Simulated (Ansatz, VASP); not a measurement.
# One calculation of Ca, two programs

```
Ca
1.0
    -2.24000    2.24000    2.41920
     2.24000   -2.24000    2.41920
     2.24000    2.24000   -2.41920
Ca
1
Direct
  0.00000 0.00000 0.00000
```

Change from the starting cell: strain +0.000 along x and y, +0.080 along z, atoms carried along.

Alike in both runs: task single point; functional PBEsol; k mesh 16 × 16 × 16; occupations gaussian, width 0.15 eV; no spin polarisation.

|  | VASP | Ansatz |
| --- | --- | --- |
| version | VASP 6.6.1 | Ansatz 0.2.0 |
| potentials or method | VASP PAW PBE potentials, release 64 (Ca_sv) | scalar-relativistic, plane waves, PAW |
| plane-wave cutoff (eV) | 520 | 420 |
| valence electrons in the cell | 10 | 10 |

|  | VASP | Ansatz | Ansatz less VASP |
| --- | --- | --- | --- |
| gap on the k mesh at the Fermi level (eV) | none | none | - |
| pressure (GPa) | -2.4 | -2.4 | 0.00 |
| largest component of the traceless stress (GPa) | 0.10 | 0.10 | -0.001 |

A gap of «none» marks a metal or a gap that the smearing closes. The functional is the same, so the differences come from potentials, cutoffs and numerics.

Caveats: the PAW data sets were made with another functional, which shifts forces and pressure a little (VASP).
